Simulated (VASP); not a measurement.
**free-standing triangular V monolayer, spacing 2.841 A: a series over U**

Aim: follow the moments and the gap of free-standing triangular V monolayer, spacing 2.841 A as U grows.

Program: VASP 6.6.1. Level of theory: PBE, spin-polarised from an antiferromagnetic start; plane waves and PAW (V_sv), in the first sound run; inputs show where later runs differ. Results are calculated unless marked as measured.

## 1. The starting structure

The cell holds 2 atoms: 2 V. Its edges and angles: a = 5.682 Å, b = 2.841 Å, c = 14.000 Å, α = 90.0°, β = 90.0°, γ = 120.0°. It derives from V (free-standing triangular V monolayer, spacing 2.841 A), repeated 2×1×1. model lattice. Vacuum lies along c.

## 2. Series over U, start order fm, U 0

U penalises partly filled orbitals; repeating the run over U shows how far moments and gap depend on it.

Contents of INCAR:

```
SYSTEM = V
PREC = Normal
ENCUT = 350
EDIFF = 1E-06
NELM = 150
ISMEAR = 0
SIGMA = 0.05
LREAL = .FALSE.
ALGO = Normal
GGA = PE
NBANDS = 26
ISPIN = 2
MAGMOM = 2 2
LMAXMIX = 4
LORBIT = 11
LWAVE = .FALSE.
LCHARG = .FALSE.
KPAR = 2
AMIX = 0.2
BMIX = 1E-04
AMIX_MAG = 0.8
BMIX_MAG = 1E-04
NEDOS = 1200
LASPH = .TRUE.
```

Contents of POSCAR:

```
V
1.0
    5.6820000000      0.0000000000      0.0000000000
   -1.4205000000      2.4603780000      0.0000000000
    0.0000000000      0.0000000000     14.0000000000
V
2
Direct
    0.0000000000      0.0000000000      0.5000000000
    0.5000000000      0.0000000000      0.5000000000
```

Contents of KPOINTS:

```
Automatic mesh
0
Gamma
9 9 1
0 0 0
```

PAW data sets: V_sv (PBE family, release 64).

Run with:

```console
> mpirun -np 2 vasp_std
```

Output:

```text
[banner, memory and clock lines left out]
running    2 mpi-ranks, on    1 nodes
[...]
LDA part: xc-table for (Slater+PW92), standard interpolation
 POSCAR, INCAR and KPOINTS ok, starting setup
[...]
entering main loop
       N       E                     dE             d eps       ncg     rms          rms(c)
DAV:   1     0.168736583310E+03    0.16874E+03   -0.13842E+04  3464   0.596E+02
DAV:   2    -0.100945935882E+02   -0.17883E+03   -0.17457E+03  2852   0.239E+02
DAV:   3    -0.141143964217E+02   -0.40198E+01   -0.39197E+01  3188   0.402E+01
DAV:   4    -0.141518978789E+02   -0.37501E-01   -0.37398E-01  2806   0.399E+00
[...]
DAV:   8    -0.125565842009E+02    0.61548E-01   -0.14819E-01  2790   0.210E+00    0.111E+00
DAV:   9    -0.125587667056E+02   -0.21825E-02   -0.38854E-02  2720   0.799E-01    0.653E-01
DAV:  10    -0.125654384190E+02   -0.66717E-02   -0.83218E-03  2652   0.677E-01    0.336E-01
[... 130 further cycles ...]
DAV: 141    -0.125654548140E+02   -0.57676E-03   -0.11127E-04  2630   0.762E-02    0.845E-02
DAV: 142    -0.125654376813E+02    0.17133E-04   -0.99102E-06  2408   0.209E-02    0.850E-02
DAV: 143    -0.125653991809E+02    0.38500E-04   -0.26826E-06  2476   0.110E-02    0.853E-02
DAV: 144    -0.125653107431E+02    0.88438E-04   -0.28908E-06  2442   0.127E-02    0.844E-02
[...]
DAV: 148    -0.125652293434E+02   -0.54441E-05   -0.63301E-07  2004   0.544E-03    0.845E-02
DAV: 149    -0.125652162721E+02    0.13071E-04   -0.44862E-07  1892   0.385E-03    0.851E-02
DAV: 150    -0.125653269513E+02   -0.11068E-03   -0.48515E-06  2596   0.166E-02
|                                                                             |
|           W    W    AA    RRRRR   N    N  II  N    N   GGGG   !!!           |
|           W    W   A  A   R    R  NN   N  II  NN   N  G    G  !!!           |
|           W    W  A    A  R    R  N N  N  II  N N  N  G       !!!           |
|           W WW W  AAAAAA  RRRRR   N  N N  II  N  N N  G  GGG   !            |
|           WW  WW  A    A  R   R   N   NN  II  N   NN  G    G                |
|           W    W  A    A  R    R  N    N  II  N    N   GGGG   !!!           |
|                                                                             |
|     The electronic self-consistency was not achieved in the given           |
|     number of steps (NELM). The forces and other quantities evaluated       |
|     might not be reliable so examine the results carefully. If you find     |
|     spurious results, we suggest increasing NELM, if you were close to      |
|     convergence or switching to a different ALGO or adjusting the           |
|     density mixing parameters otherwise.                                    |
|                                                                             |

   1 F= -.12565327E+02 E0= -.12561693E+02  d E =-.726872E-02  mag=     3.2152
```

Run time: 6.1 min. Hardware: 2 MPI ranks of AMD EPYC 7R43, shared host; peak memory 0.41 GiB.

Lines that name or quote the potential files are left out of all logs, and their timing lines are given in words.

Parts of OUTCAR (step 2):

```text
 spin component 1
 k-point     1 :       0.0000    0.0000    0.0000
  band No.  band energies     occupation
    ...
     10      -4.5660      1.00000
     11      -3.4784      1.00000
     12      -3.3384      1.00000
     13      -2.3742      0.99677
     14      -2.3674      0.99431
     15      -2.1328      0.00002
     16      -2.0687      0.00000
     17      -1.4691      0.00000
     18      -1.0703      0.00000
     19      -1.0361      0.00000
    ...

 k-point     2 :       0.1111    0.0000    0.0000
  band No.  band energies     occupation
    ...
     10      -4.5529      1.00000
     11      -3.4515      1.00000
     12      -3.3040      1.00000
     13      -2.4150      0.99995
     14      -2.3212      0.88943
     15      -2.2153      0.03818
     16      -2.1113      0.00000
     17      -1.4575      0.00000
     18      -1.0828      0.00000
     19      -1.0099      0.00000
    ...

  Total       -6.8343383     -6.7995910     -0.1909509     -0.0300912      0.0000000      0.0000000
  in kB      -55.9468905    -55.6624443     -1.5631521     -0.2463309      0.0000000      0.0000000
  external PRESSURE =     -37.7241623 kB  Pullay stress =       0.0000000 kB

 POSITION                                       TOTAL-FORCE (eV/Angst)
 -----------------------------------------------------------------------------------
      0.00000      0.00000      7.00000         0.000000      0.000000     -0.000000
      2.84100      0.00000      7.00000        -0.000000     -0.000000      0.000000
 -----------------------------------------------------------------------------------
    total drift:                                0.000000      0.000000      0.000000

  FREE ENERGIE OF THE ION-ELECTRON SYSTEM (eV)
  ---------------------------------------------------
  free  energy   TOTEN  =       -12.5653269513 eV

  energy  without entropy=      -12.5580582321  energy(sigma->0) =      -12.56169259

 magnetization (x)
# of ion       s       p       d       tot
------------------------------------------
    1        0.019   0.051   1.116   1.186
    2        0.019   0.051   1.116   1.186
--------------------------------------------------
tot          0.038   0.102   2.232   2.372

[... 24 further parts left out ...]
[key lines of the parts left out:]
E-fermi :  -2.2779
```

The electronic loop did not meet EDIFF within NELM cycles, so this run is left out of the comparison.

## 3. Series over U, start order AFM, U 0

This step: PBE, spin-polarised from an antiferromagnetic start; plane waves and PAW (V_sv) (VASP 6.6.1).

Edit INCAR of step 2 so:

```diff
@@ -10,5 +10,5 @@
 GGA = PE
-NBANDS = 26
+NBANDS = 20
 ISPIN = 2
-MAGMOM = 2 2
+MAGMOM = 2 -2
 LMAXMIX = 4
```

POSCAR is that of step 2.

KPOINTS is that of step 2.

Run with:

```console
> mpirun -np 2 vasp_std
```

Output:

```text
[... set-up lines as in an earlier step ...]
 entering main loop
       N       E                     dE             d eps       ncg     rms          rms(c)
DAV:   1     0.169271647527E+03    0.16927E+03   -0.13985E+04  2888   0.771E+02
DAV:   2    -0.920052752409E+01   -0.17847E+03   -0.17581E+03  2216   0.305E+02
DAV:   3    -0.141852575726E+02   -0.49847E+01   -0.47330E+01  2568   0.531E+01
DAV:   4    -0.143084627601E+02   -0.12321E+00   -0.12236E+00  2376   0.670E+00
DAV:   5    -0.143108890725E+02   -0.24263E-02   -0.24244E-02  2476   0.902E-01    0.141E+01
DAV:   6    -0.131531998695E+02    0.11577E+01   -0.73086E+00  2416   0.178E+01    0.448E+00
DAV:   7    -0.129474374812E+02    0.20576E+00   -0.55225E-01  2232   0.384E+00    0.336E+00
DAV:   8    -0.130172965730E+02   -0.69859E-01   -0.31656E-01  2688   0.199E+00    0.297E+00
DAV:   9    -0.131077327438E+02   -0.90436E-01   -0.92233E-01  2500   0.418E+00    0.101E+00
DAV:  10    -0.131206377994E+02   -0.12905E-01   -0.43654E-02  2200   0.155E+00    0.751E-01
DAV:  11    -0.131194128323E+02    0.12250E-02   -0.20103E-02  2468   0.768E-01    0.403E-01
DAV:  12    -0.131215187909E+02   -0.21060E-02   -0.26274E-03  2372   0.364E-01    0.213E-01
DAV:  13    -0.131226339934E+02   -0.11152E-02   -0.98185E-04  2228   0.270E-01    0.126E-01
DAV:  14    -0.131228770785E+02   -0.24309E-03   -0.12071E-03  2548   0.193E-01    0.925E-02
DAV:  15    -0.131230276411E+02   -0.15056E-03   -0.31926E-04  2488   0.128E-01    0.185E-02
DAV:  16    -0.131230289665E+02   -0.13254E-05   -0.10720E-05  2396   0.271E-02    0.111E-02
DAV:  17    -0.131230297167E+02   -0.75016E-06   -0.64453E-06  2056   0.217E-02
   1 F= -.13123030E+02 E0= -.13119441E+02  d E =-.717792E-02  mag=     0.0000
```

Elapsed: 49 s, on 2 MPI ranks; peak memory 0.38 GiB; 96 s of CPU time.

OUTCAR, selected parts (step 3):

```text
The static configuration has the point symmetry D_2h.

 Found     25 irreducible k-points:

   k-points           NKPTS =     25   k-points in BZ     NKDIM =     25   number of bands    NBANDS=     20

   NELECT =      26.0000    total number of electrons

 E-fermi :  -2.1684

 spin component 1
 k-point     1 :       0.0000    0.0000    0.0000
  band No.  band energies     occupation
    ...
      8     -38.3381      1.00000
      9      -6.4115      1.00000
     10      -4.1246      1.00000
     11      -3.0141      1.00000
     12      -2.6990      1.00000
     13      -1.7681      0.00000
     14      -1.7329      0.00000
     15      -1.4871      0.00000
     16      -1.0786      0.00000
     17      -0.3388      0.00000
    ...

 k-point     2 :       0.1111    0.0000    0.0000
  band No.  band energies     occupation
    ...
      8     -38.3402      1.00000
      9      -6.3250      1.00000
     10      -4.1089      1.00000
     11      -3.0054      1.00000
     12      -2.6777      1.00000
     13      -1.7297      0.00000
     14      -1.7296      0.00000
     15      -1.4854      0.00000
     16      -1.1951      0.00000
     17      -0.5387      0.00000
    ...

 k-point     3 :       0.2222    0.0000    0.0000
  band No.  band energies     occupation
    ...
      8     -38.3456      1.00000
      9      -6.0761      1.00000
     10      -4.0735      1.00000
     11      -2.9822      1.00000
     12      -2.6257      1.00000
     13      -1.7254      0.00000
     14      -1.6739      0.00000
     15      -1.6242      0.00000
     16      -1.4809      0.00000
     17      -0.8919      0.00000
    ...

 k-point     4 :       0.3333    0.0000    0.0000
  band No.  band energies     occupation
    ...
      9      -5.7077      1.00000
     10      -4.0576      1.00000
     11      -2.9543      1.00000
     12      -2.6271      1.00000
     13      -2.3026      0.99993
     14      -1.7274      0.00000
     15      -1.4859      0.00000
     16      -1.4757      0.00000
     17      -1.0828      0.00000
     18      -0.4448      0.00000
    ...

  Total       -3.6233548     -3.8752926     -0.1369430      0.2181850      0.0000000      0.0000000
  in kB      -29.6613114    -31.7237111     -1.1210352      1.7860943      0.0000000      0.0000000
  external PRESSURE =     -20.8353526 kB  Pullay stress =       0.0000000 kB

 POSITION                                       TOTAL-FORCE (eV/Angst)
 -----------------------------------------------------------------------------------
      0.00000      0.00000      7.00000        -0.000000      0.000000     -0.000000
      2.84100      0.00000      7.00000         0.000000     -0.000000      0.000000
 -----------------------------------------------------------------------------------
    total drift:                                0.000000     -0.000000      0.000000

  FREE ENERGIE OF THE ION-ELECTRON SYSTEM (eV)
  ---------------------------------------------------
  free  energy   TOTEN  =       -13.1230297167 eV

  energy  without entropy=      -13.1158517948  energy(sigma->0) =      -13.11944076

 total charge
# of ion       s       p       d       tot
------------------------------------------
    1        2.291   6.063   2.992  11.346
    2        2.291   6.063   2.992  11.346
--------------------------------------------------
tot          4.581  12.127   5.985  22.693

 magnetization (x)
# of ion       s       p       d       tot
------------------------------------------
    1        0.059   0.022   2.337   2.418
    2       -0.059  -0.022  -2.337  -2.418
--------------------------------------------------
tot          0.000   0.000   0.000   0.000

[... 7 parts as in an earlier step ...]

[... 4 further parts left out ...]
```

The magnetic state follows from one typed start and may not be the lowest.

Numbers from this step:

```yaml
electronic_cycles: 17
electrons: 26
free_energy_toten: -13.12 eV
energy_at_zero_smearing: -13.12 eV
fermi_energy: -2.168 eV
labelled_metallic_from_the_levels_on_this_mesh: yes
```

Spin moment in the PAW sphere by atom:

| atom | spin moment in the PAW sphere (μB) |
| --- | --- |
| V1 | 2.42 |
| V2 | -2.42 |

Energy at zero smearing: -13.11944 eV.

## 4. Series over U, start order fm, U 2

This step: PBE, DFT+U (V d 2 eV), spin-polarised from a ferromagnetic start; plane waves and PAW (V_sv) (VASP 6.6.1).

Edit INCAR of step 3 so:

```diff
@@ -12,3 +12,10 @@
 ISPIN = 2
-MAGMOM = 2 -2
+MAGMOM = 2 2
+LDAU = .TRUE.
+LDAUTYPE = 2
+LDAUL = 2
+LDAUU = 2
+LDAUJ = 0
+LDAUPRINT = 1
+LASPH = .TRUE.
 LMAXMIX = 4
@@ -23,2 +30 @@
 NEDOS = 1200
-LASPH = .TRUE.
```

POSCAR is that of step 3.

KPOINTS is that of step 3.

Run with:

```console
> mpirun -np 2 vasp_std
```

Output:

```text
[... set-up lines as in an earlier step ...]
 entering main loop
       N       E                     dE             d eps       ncg     rms          rms(c)
DAV:   1     0.170516975675E+03    0.17052E+03   -0.14031E+04  2928   0.773E+02
DAV:   2    -0.538209065310E+01   -0.17590E+03   -0.17284E+03  2180   0.303E+02
DAV:   3    -0.104376652538E+02   -0.50556E+01   -0.47055E+01  2604   0.515E+01
DAV:   4    -0.105680546121E+02   -0.13039E+00   -0.12740E+00  2356   0.670E+00
[...]
DAV:  26    -0.102235442988E+02   -0.33481E-04   -0.78884E-06  1900   0.208E-02    0.167E-02
DAV:  27    -0.102235510099E+02   -0.67111E-05   -0.54989E-06  1752   0.145E-02    0.347E-03
DAV:  28    -0.102235501984E+02    0.81149E-06   -0.43037E-07  1104   0.750E-03
   1 F= -.10223550E+02 E0= -.10221736E+02  d E =-.362743E-02  mag=     6.9785
```

It took 81 s on 2 MPI ranks; peak memory 0.39 GiB.

OUTCAR, selected parts (step 4):

```text
  Total       -0.7649417     -0.8510996     -0.1731027      0.0746150      0.0000000      0.0000000
  in kB       -6.2619243     -6.9672255     -1.4170436      0.6108096      0.0000000      0.0000000
  external PRESSURE =      -4.8820645 kB  Pullay stress =       0.0000000 kB

 POSITION                                       TOTAL-FORCE (eV/Angst)
 -----------------------------------------------------------------------------------
      0.00000      0.00000      7.00000        -0.000000     -0.000000     -0.000000
      2.84100      0.00000      7.00000         0.000000      0.000000      0.000000
 -----------------------------------------------------------------------------------
    total drift:                                0.000000      0.000000      0.000000

  FREE ENERGIE OF THE ION-ELECTRON SYSTEM (eV)
  ---------------------------------------------------
  free  energy   TOTEN  =       -10.2235501984 eV

  energy  without entropy=      -10.2199227677  energy(sigma->0) =      -10.22173648

 magnetization (x)
# of ion       s       p       d       tot
------------------------------------------
    1        0.033   0.083   2.564   2.680
    2        0.033   0.083   2.564   2.680
--------------------------------------------------
tot          0.065   0.166   5.128   5.360

[... 2 parts as in an earlier step ...]

[... 1 further part left out ...]
[key lines of the parts left out:]
E-fermi :  -2.0836
```

A U on the itinerant d states of such a compound is hard to justify; it moves the bands at the Fermi level and favours large moments.

Energy at zero smearing: -10.22174 eV.

## 5. Series over U, start order AFM, U 2

This step: PBE, DFT+U (V d 2 eV), spin-polarised from an antiferromagnetic start; plane waves and PAW (V_sv) (VASP 6.6.1).

Edit INCAR of step 4 so:

```diff
@@ -12,3 +12,3 @@
 ISPIN = 2
-MAGMOM = 2 2
+MAGMOM = 2 -2
 LDAU = .TRUE.
```

POSCAR is that of step 4.

KPOINTS is that of step 4.

Run with:

```console
> mpirun -np 2 vasp_std
```

Output:

```text
[... set-up lines as in an earlier step ...]
 entering main loop
       N       E                     dE             d eps       ncg     rms          rms(c)
DAV:   1     0.172742706181E+03    0.17274E+03   -0.13972E+04  2888   0.771E+02
DAV:   2    -0.561562979015E+01   -0.17836E+03   -0.17571E+03  2216   0.304E+02
DAV:   3    -0.105973283274E+02   -0.49817E+01   -0.47318E+01  2552   0.529E+01
DAV:   4    -0.107218796707E+02   -0.12455E+00   -0.12361E+00  2428   0.671E+00
[...]
DAV:  17    -0.103812591783E+02   -0.38773E-04   -0.72384E-05  2444   0.476E-02    0.935E-03
DAV:  18    -0.103812615066E+02   -0.23283E-05   -0.47664E-06  1952   0.138E-02    0.499E-03
DAV:  19    -0.103812616251E+02   -0.11854E-06   -0.58833E-07  1240   0.575E-03
   1 F= -.10381262E+02 E0= -.10379139E+02  d E =-.424476E-02  mag=     0.0000
```

The job ended after 57 s (2 MPI ranks; peak memory 0.37 GiB).

OUTCAR, selected parts (step 5):

```text
  Total       -0.9602217     -1.7810655     -0.1575093      0.7108718      0.0000000      0.0000000
  in kB       -7.8605148    -14.5800623     -1.2893943      5.8193002      0.0000000      0.0000000
  external PRESSURE =      -7.9099905 kB  Pullay stress =       0.0000000 kB

 POSITION                                       TOTAL-FORCE (eV/Angst)
 -----------------------------------------------------------------------------------
      0.00000      0.00000      7.00000        -0.000000     -0.000000      0.000000
      2.84100      0.00000      7.00000         0.000000      0.000000      0.000000
 -----------------------------------------------------------------------------------
    total drift:                                0.000000      0.000000      0.000000

  FREE ENERGIE OF THE ION-ELECTRON SYSTEM (eV)
  ---------------------------------------------------
  free  energy   TOTEN  =       -10.3812616251 eV

  energy  without entropy=      -10.3770168638  energy(sigma->0) =      -10.37913924

 magnetization (x)
# of ion       s       p       d       tot
------------------------------------------
    1        0.061   0.026   2.653   2.740
    2       -0.061  -0.026  -2.653  -2.740
--------------------------------------------------
tot          0.000   0.000   0.000   0.000

[... 2 parts as in an earlier step ...]

[... 1 further part left out ...]
[key lines of the parts left out:]
E-fermi :  -1.8898
```

Energy at zero smearing: -10.37914 eV.

(Part 1 of 2 ends here.)

[Lines on the potential files, build, host, timing and source positions are cut from VASP's logs without a mark.]

[Logs are printed without paths, hosts, clocks, repeated set-up lines and the standing remarks that a program may print on its own settings, such as how far it seeks lower states.]

[Hosts, paths, dates, database ids (printed as entryN), source tags and the programs' standing remarks are cut or masked in the printed files.]

[In band tables of VASP the shares of atoms and orbitals are scaled to a sum of 1 inside the atoms' spheres.]

[Runs that stopped without an error message from VASP are left out.]
